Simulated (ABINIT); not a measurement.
# SnO2 (Cassiterite) (P4_2/mnm) in ABINIT: a series of runs

The runs below take SnO2 (Cassiterite) through band structure, with revPBE, PW91, WC.

All numbers are computed with ABINIT 10.8.3 (patched build); they aren't measurements. Logs are shortened: lines on timing, memory, paths and dates and some standing lists are left out, and cuts for length are marked. The log counts tension as positive stress, the text compression.

## (1) The crystal as given

Symmetry: P4_2/mnm, No. 136, tetragonal system. The conventional cell has a = 4.738 Å, b = 4.738 Å, c = 3.187 Å, α = 90.00°, β = 90.00°, γ = 90.00°. Around Sn (site symmetry mmm) lie 6 O at 2.05 to 2.06 Å. O (site symmetry m2m) has 3 Sn at 2.05 to 2.06 Å as nearest neighbours.

## (2) Band structure, revPBE

Contents of run.abi:

```
ndtset 2

pp_dirpath "./"
pseudos "Sn.GGA_PBE-ansatz.xml, O.GGA_PBE-ansatz.xml"

acell 4.738 4.738 3.1865 Angstrom
rprim
     1.0000000000     0.0000000000     0.0000000000
     0.0000000000     1.0000000000     0.0000000000
     0.0000000000     0.0000000000     1.0000000000
ntypat 2
znucl 50 8
natom 6
typat 1 1 2 2 2 2
xcart
     4.4767611892     4.4767611892     3.0108061481
     0.0000000000     0.0000000000     0.0000000000
     7.2263879117     1.7271344668     3.0108061481
     6.2038956560     6.2038956560     0.0000000000
     1.7271344668     7.2263879117     3.0108061481
     2.7496267224     2.7496267224     0.0000000000

ecut 19.0
pawecutdg 38.0
pawxcdev 0
pawovlp 30

ixc 14

occopt 3
tsmear 0.05 eV

nstep 100

iomode 3
prtwf 0
prteig 0
prtebands 0
prtden1 1

kptopt1 1
ngkpt1 6 6 8
nshiftk1 1
shiftk1 0.0 0.0 0.0
nband1 32
tolvrs1 1.0e-9

iscf2 -2
getden2 1
nband2 38
nbdbuf2 4
tolwfr2 1.0e-11
kptopt2 -7
ndivsm2 6
prteig2 1
prtvol2 -3
kptbounds2
     0.0000000000     0.0000000000     0.0000000000
     0.0000000000     0.5000000000     0.0000000000
     0.5000000000     0.5000000000     0.0000000000
     0.0000000000     0.0000000000     0.0000000000
     0.0000000000     0.0000000000     0.5000000000
     0.0000000000     0.5000000000     0.5000000000
     0.5000000000     0.5000000000     0.5000000000
     0.0000000000     0.0000000000     0.5000000000
```

Potentials or basis: Ansatz PAW PBE default generated set, frozen core.

On the command line:

```
$ abinit run.abi > log 2>&1
```

run.abo:

```text
[... set-up lines left out ...]
 ETOT  1  -203.20176594241    -2.032E+02 7.171E-01 4.857E+01
 ETOT  2  -203.90267934946    -7.009E-01 1.130E-01 1.229E+01
 ETOT  3  -203.88093284823     2.175E-02 4.603E-02 6.075E-01
 ETOT  4  -203.88347861649    -2.546E-03 2.209E-02 5.607E-02
 ETOT  5  -203.88373528136    -2.567E-04 1.334E-02 4.623E-03
 ETOT  6  -203.88379779951    -6.252E-05 7.504E-03 1.263E-03
 ETOT  7  -203.88380532592    -7.526E-06 5.762E-03 1.623E-04
 ETOT  8  -203.88380525015     7.577E-08 2.947E-03 1.314E-05
 ETOT  9  -203.88380533333    -8.318E-08 3.547E-03 2.761E-07
 ETOT 10  -203.88380533543    -2.102E-09 2.078E-03 3.850E-08
 ETOT 11  -203.88380533617    -7.408E-10 2.363E-03 3.861E-09
 ETOT 12  -203.88380533627    -1.020E-10 2.354E-03 4.421E-10

 At SCF step   12       nres2   =  4.42E-10 < tolvrs=  1.00E-09 =>converged.

 Cartesian components of stress tensor (hartree/bohr^3)
  sigma(1 1)= -4.46462906E-04  sigma(3 2)=  0.00000000E+00
  sigma(2 2)= -4.46462906E-04  sigma(3 1)=  0.00000000E+00
  sigma(3 3)= -5.50896194E-04  sigma(2 1)=  0.00000000E+00

--- !ResultsGS
iteration_state: {dtset: 1, }
comment   : Summary of ground state results
lattice_vectors:
- [  8.9535224,   0.0000000,   0.0000000, ]
- [  0.0000000,   8.9535224,   0.0000000, ]
- [  0.0000000,   0.0000000,   6.0216123, ]
lattice_lengths: [   8.95352,    8.95352,    6.02161, ]
lattice_angles: [ 90.000,  90.000,  90.000, ] # degrees, (23, 13, 12)
lattice_volume:   4.8272594E+02
convergence: {deltae: -1.020E-10, res2:  4.421E-10, residm:  2.354E-03, diffor: null, }
etotal    :  -2.03883805E+02
entropy   :   0.00000000E+00
fermie    :   9.81672091E-02
cartesian_stress_tensor: # hartree/bohr^3
- [ -4.46462906E-04,   0.00000000E+00,   0.00000000E+00, ]
- [  0.00000000E+00,  -4.46462906E-04,   0.00000000E+00, ]
- [  0.00000000E+00,   0.00000000E+00,  -5.50896194E-04, ]
pressure_GPa:   1.4160E+01
xred      :
- [  5.0000E-01,   5.0000E-01,   5.0000E-01, Sn]
- [ -1.7175E-10,  -1.7175E-10,  -1.6628E-10, Sn]
- [  8.0710E-01,   1.9290E-01,   5.0000E-01,  O]
- [  6.9290E-01,   6.9290E-01,  -1.6628E-10,  O]
- [  1.9290E-01,   8.0710E-01,   5.0000E-01,  O]
- [  3.0710E-01,   3.0710E-01,  -1.6628E-10,  O]
cartesian_forces: # hartree/bohr
- [ -0.00000000E+00,  -0.00000000E+00,  -0.00000000E+00, ]
- [ -0.00000000E+00,  -0.00000000E+00,  -0.00000000E+00, ]
- [ -4.05531142E-03,   4.05531142E-03,  -0.00000000E+00, ]
- [  4.05531142E-03,   4.05531142E-03,  -0.00000000E+00, ]
[... 853 lines left out ...]
 Mean square residual over all n,k,spin=   61.540E-13; max=  99.863E-13
 reduced coordinates (array xred) for    6 atoms
       0.499999999828      0.499999999828      0.499999999834
      -0.000000000172     -0.000000000172     -0.000000000166
       0.807099999791      0.192899999865      0.499999999834
       0.692899999865      0.692899999865     -0.000000000166
       0.192899999865      0.807099999791      0.499999999834
       0.307099999791      0.307099999791     -0.000000000166

 cartesian coordinates (angstrom) at end:
    1      2.36899999918625     2.36899999918625     1.59324999947014
    2     -0.00000000081375    -0.00000000081375    -0.00000000052986
    3      3.82403979901010     0.91396019936239     1.59324999947014
    4      3.28296019936239     3.28296019936239    -0.00000000052986
    5      0.91396019936239     3.82403979901010     1.59324999947014
    6      1.45503979901010     1.45503979901010    -0.00000000052986
 length scales=  8.953522384551  8.953522384551  6.021612300205 bohr
              =  4.738000000000  4.738000000000  3.186500000000 angstroms
 Eigenvalues (hartree) for nkpt=  50  k points:
 kpt#   1, nband= 38, wtk=  1.00000, kpt=  0.0000  0.0000  0.0000 (reduced coord)
  -0.70446   -0.67590   -0.66543   -0.66465   -0.66465   -0.66155   -0.66006   -0.65686
  -0.65549   -0.65549   -0.62403   -0.55768   -0.55768   -0.49139   -0.22315   -0.07492
  -0.07492   -0.07176   -0.03961   -0.00173    0.00243    0.02836    0.02836    0.04466
   0.04466    0.07295    0.12253    0.30282    0.31072    0.31072    0.46612    0.46721
   0.52179    0.52179    0.54437    0.54437    0.63966    0.68884
 kpt#   2, nband= 38, wtk=  1.00000, kpt=  0.0000  0.0833  0.0000 (reduced coord)
  -0.70406   -0.67631   -0.66543   -0.66463   -0.66463   -0.66199   -0.66000   -0.65691
  -0.65551   -0.65551   -0.62326   -0.55940   -0.55608   -0.49193   -0.22151   -0.07989
  -0.07365   -0.07078   -0.03811   -0.00338    0.00462    0.02843    0.02862    0.03871
   0.04484    0.07164    0.12987    0.29989    0.31179    0.31389    0.46854    0.46967
   0.51937    0.52200    0.54385    0.54455    0.63556    0.69031
 kpt#   3, nband= 38, wtk=  1.00000, kpt=  0.0000  0.1667  0.0000 (reduced coord)
  -0.70288   -0.67764   -0.66543   -0.66458   -0.66458   -0.66301   -0.65982   -0.65704
  -0.65557   -0.65557   -0.62093   -0.56421   -0.55154   -0.49375   -0.21657   -0.09269
  -0.06994   -0.06790   -0.03368   -0.00800    0.00919    0.02522    0.02861    0.02918
   0.04533    0.06791    0.14747    0.29402    0.31510    0.31996    0.47428    0.47691
[... 269 lines left out ...]
   0.02576    0.02912    0.30014    0.31174    0.39852    0.44308    0.46915    0.47485
   0.47682    0.50802    0.55261    0.55323    0.56366    0.58210
 kpt#  49, nband= 38, wtk=  1.00000, kpt=  0.0625  0.0625  0.5000 (reduced coord)
  -0.69637   -0.69502   -0.67623   -0.67415   -0.65963   -0.65961   -0.65772   -0.65770
  -0.65588   -0.65582   -0.56402   -0.56188   -0.50157   -0.50012   -0.19215   -0.18842
  -0.08470   -0.08345   -0.07861   -0.06034   -0.02127   -0.00823    0.01407    0.01423
   0.02654    0.02748    0.30361    0.30673    0.42330    0.43874    0.47204    0.47247
   0.47698    0.49065    0.55024    0.55059    0.58063    0.58917
 kpt#  50, nband= 38, wtk=  1.00000, kpt=  0.0000  0.0000  0.5000 (reduced coord)
  -0.69500   -0.69500   -0.67620   -0.67620   -0.65958   -0.65958   -0.65773   -0.65773
  -0.65590   -0.65590   -0.56212   -0.56212   -0.50146   -0.50146   -0.19082   -0.19082
  -0.08206   -0.08206   -0.06445   -0.06445   -0.02127   -0.02127    0.01295    0.01295
   0.02692    0.02692    0.30469    0.30469    0.43721    0.43721    0.47099    0.47099
   0.47961    0.47961    0.54975    0.54975    0.59195    0.59318

== END DATASET(S) ==============================================================
================================================================================

 -outvars: echo values of variables after computation  --------
            acell      8.9535223846E+00  8.9535223846E+00  6.0216123002E+00 Bohr
           etotal1    -2.0388380534E+02
            fcart1    -0.0000000000E+00 -0.0000000000E+00 -0.0000000000E+00
                      -0.0000000000E+00 -0.0000000000E+00 -0.0000000000E+00
                      -4.0553114236E-03  4.0553114236E-03 -0.0000000000E+00
                       4.0553114236E-03  4.0553114236E-03 -0.0000000000E+00
                       4.0553114236E-03 -4.0553114236E-03 -0.0000000000E+00
                      -4.0553114236E-03 -4.0553114236E-03 -0.0000000000E+00
           strten1    -4.4646290644E-04 -4.4646290644E-04 -5.5089619420E-04
                       0.0000000000E+00  0.0000000000E+00  0.0000000000E+00
           xangst      2.3689999992E+00  2.3689999992E+00  1.5932499995E+00
                      -8.1375190925E-10 -8.1375190925E-10 -5.2985843976E-10
                       3.8240397990E+00  9.1396019936E-01  1.5932499995E+00
                       3.2829601994E+00  3.2829601994E+00 -5.2985843976E-10
                       9.1396019936E-01  3.8240397990E+00  1.5932499995E+00
                       1.4550397990E+00  1.4550397990E+00 -5.2985843976E-10
             xred      4.9999999983E-01  4.9999999983E-01  4.9999999983E-01
                      -1.7175008638E-10 -1.7175008638E-10 -1.6628226573E-10
                       8.0709999979E-01  1.9289999987E-01  4.9999999983E-01
                       6.9289999987E-01  6.9289999987E-01 -1.6628226573E-10
                       1.9289999987E-01  8.0709999979E-01  4.9999999983E-01
                       3.0709999979E-01  3.0709999979E-01 -1.6628226573E-10
 Calculation completed.
```

Wall time 2.1 min (1 thread of AMD EPYC 9R45 (Zen 5), shared host); peak memory 0.38 GiB.

What came out:

```
Free energy             : -5547.9610 eV
Pressure                : 14.2 GPa
Largest force           : 0.295 eV/Å
Band gap on the k mesh  : 1.35 eV, direct
Band gap along the path : 1.35 eV, direct
```

Forces on the atoms (eV/Å):
```
Sn   0.000  0.000  0.000
Sn   0.000  0.000  0.000
O   -0.209  0.209  0.000
O    0.209  0.209  0.000
O    0.209 -0.209  0.000
O   -0.209 -0.209  0.000
```

Stress tensor (GPa, compression positive):
```
13.14  0.00  0.00
 0.00 13.14  0.00
 0.00  0.00 16.21
```

Levels at the corners of the path, in eV from the valence-band top:
```tsv
point	band 23	band 24	band 25	band 26	band 27	band 28	band 29	band 30
Γ	-1.21	-0.77	-0.77	0.00	1.35	6.26	6.47	6.47
X	-1.17	-1.17	-0.63	-0.63	4.52	4.52	7.22	7.22
M	-1.29	-1.29	-0.90	-0.90	4.92	4.92	7.64	7.64
Γ	-1.21	-0.77	-0.77	0.00	1.35	6.26	6.47	6.47
Z	-1.63	-1.63	-1.25	-1.25	6.31	6.31	9.91	9.91
R	-1.09	-1.09	-0.68	-0.68	6.59	6.59	8.18	8.18
A	-0.96	-0.96	-0.83	-0.83	5.01	5.01	9.03	9.03
Z	-1.63	-1.63	-1.25	-1.25	6.31	6.31	9.91	9.91
```

Caveat: the PAW data sets were made with another functional, which shifts forces and pressure a little; spin-orbit coupling is left out, which moves the levels of the heavy elements; the atomic spheres overlap.

## (3) Band structure, PW91

run.abi: that of step 2 with these lines changed.

```diff
@@ -27,3 +27,3 @@
 
-ixc 14
+ixc -109134
```

Potentials or basis: Ansatz PAW PBE default generated set, frozen core.

On the command line:

```
$ abinit run.abi > log 2>&1
```

It took 2.5 min on 1 thread of AMD EPYC 9R45 (Zen 5), shared host; peak memory 0.39 GiB.

The run converged. Its results:

- Free energy: -5559.4096 eV
- Pressure: 10.3 GPa
- Largest force: 0.269 eV/Å
- Band gap on the k mesh: 1.27 eV, direct
- Band gap along the path: 1.27 eV, direct

Forces in eV/Å, atoms in the order of the input:
```
Sn   0.000  0.000  0.000
Sn   0.000  0.000  0.000
O   -0.190  0.190  0.000
O    0.190  0.190  0.000
O    0.190 -0.190  0.000
O   -0.190 -0.190  0.000
```

Stress tensor (GPa, compression positive):
```
 9.38  0.00  0.00
 0.00  9.38  0.00
 0.00  0.00 12.24
```

Levels at the corners of the path, in eV from the valence-band top:
```
point  band 24  band 25  band 26  band 27  band 28  band 29
    Γ    -0.77    -0.77     0.00     1.27     6.15     6.37
    X    -1.18    -0.63    -0.63     4.43     4.43     7.11
    M    -1.30    -0.90    -0.90     4.83     4.83     7.53
    Γ    -0.77    -0.77     0.00     1.27     6.15     6.37
    Z    -1.65    -1.25    -1.25     6.21     6.21     9.79
    R    -1.10    -0.69    -0.69     6.49     6.49     8.09
    A    -0.97    -0.83    -0.83     4.92     4.92     8.90
    Z    -1.65    -1.25    -1.25     6.21     6.21     9.79
```

Caveat: the PAW data sets were made with another functional, which shifts forces and pressure a little; spin-orbit coupling is left out, which moves the levels of the heavy elements; the atomic spheres overlap.

## (4) Band structure, WC

run.abi: that of step 3 with these lines changed.

```diff
@@ -27,3 +27,3 @@
 
-ixc -109134
+ixc 23
```

On the command line:

```
$ abinit run.abi > log 2>&1
```

Run time: 2.2 min. Hardware: 1 thread of AMD EPYC 9R45 (Zen 5), shared host; peak memory 0.39 GiB.

It converged, with:

| Property | Result |
| --- | --- |
| Free energy | -5552.2594 eV |
| Pressure | 4.9 GPa |
| Largest force | 0.218 eV/Å |
| Band gap on the k mesh | 1.18 eV, direct |
| Band gap along the path | 1.18 eV, direct |

Forces in eV/Å, atoms in the order of the input:
```
Sn   0.000  0.000  0.000
Sn   0.000  0.000  0.000
O   -0.154  0.154  0.000
O    0.154  0.154  0.000
O    0.154 -0.154  0.000
O   -0.154 -0.154  0.000
```

Stress tensor (GPa, compression positive):
```
4.18 0.00 0.00
0.00 4.18 0.00
0.00 0.00 6.27
```

Levels at the corners of the path, in eV from the valence-band top:
| point | band 24 | band 25 | band 26 | band 27 | band 28 | band 29 |
| --- | --- | --- | --- | --- | --- | --- |
| Γ | -0.79 | -0.79 | 0.00 | 1.18 | 6.04 | 6.20 |
| X | -1.19 | -0.64 | -0.64 | 4.36 | 4.36 | 6.94 |
| M | -1.31 | -0.91 | -0.91 | 4.75 | 4.75 | 7.39 |
| Γ | -0.79 | -0.79 | 0.00 | 1.18 | 6.04 | 6.20 |
| Z | -1.68 | -1.27 | -1.27 | 6.14 | 6.14 | 9.61 |
| R | -1.11 | -0.70 | -0.70 | 6.42 | 6.42 | 7.93 |
| A | -0.98 | -0.84 | -0.84 | 4.82 | 4.82 | 8.71 |
| Z | -1.68 | -1.27 | -1.27 | 6.14 | 6.14 | 9.61 |

Caveat: the PAW data sets were made with another functional, which shifts forces and pressure a little; spin-orbit coupling is left out, which moves the levels of the heavy elements; the atomic spheres overlap.

## (5) Summary

| level | gap on the mesh (eV) | pressure (GPa) | largest force (eV/Å) |
| --- | --- | --- | --- |
| revPBE | 1.35 | 14.2 | 0.29 |
| PW91 | 1.27 | 10.3 | 0.27 |
| WC | 1.18 | 4.9 | 0.22 |

Alike in all rows: task band structure; potentials or basis Ansatz PAW PBE default generated set, frozen core; no spin polarisation; cell as given; k mesh 6 × 6 × 8; cutoff (eV) 517; smearing fermi-dirac 0.05 eV.

On the cell as given the gap runs from 1.18 eV (WC) to 1.35 eV (revPBE). The pressure there spans 4.9 GPa (WC) to 14.2 GPa (revPBE); a positive pressure means that this level wants a larger cell, a negative one a smaller.

Caveats: the PAW data sets were made with another functional, which shifts forces and pressure a little; spin-orbit coupling is left out, which moves the levels of the heavy elements; the atomic spheres overlap.

Total energies depend on the potentials used, so only differences within one code and one set of settings carry meaning.
